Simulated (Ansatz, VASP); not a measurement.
# Ir in VASP and in Ansatz

```
Ir
1.0
    12.23846    0.00000    0.00000
     0.00000    2.23343    0.00000
     0.00000    0.00000    7.19300
Ir
2
Direct
  0.25000 0.00000 0.16399
  0.75000 0.00000 0.83601
```

This isn't the form of Ir at room conditions, which is fcc.

Alike in both runs: task single point; functional PBEsol; k mesh 2 × 6 × 2; occupations fermi-dirac, width 0.1 eV; no spin polarisation.

|  | VASP | Ansatz |
| --- | --- | --- |
| version | VASP 6.6.1 | Ansatz 0.2.0 |
| potentials or method | VASP PAW PBE potentials, release 64 (Ir) | plane waves, PAW |
| plane-wave cutoff (eV) | 520 | 420 |
| valence electrons in the cell | 18 | 34 |

Ansatz gave:

| Property | Result |
| --- | --- |
| pressure (GPa) | 0.0 |
| largest component of the traceless stress (GPa) | 0.10 |

Task: Estimate VASP's values.

Result: Pressure (GPa): 0.1; largest component of the traceless stress (GPa): 0.16.

With one functional, cell and mesh, what is left measures potentials, basis and numerics. The two sets of potentials don't hold the same shells in valence.

Caveats: the k mesh is coarse (spacing up to 0.47 Å⁻¹), so the values aren't converged; the PAW data sets were made with another functional, which shifts forces and pressure a little (VASP). Spin-orbit coupling is left out, which matters for the levels of Ir.
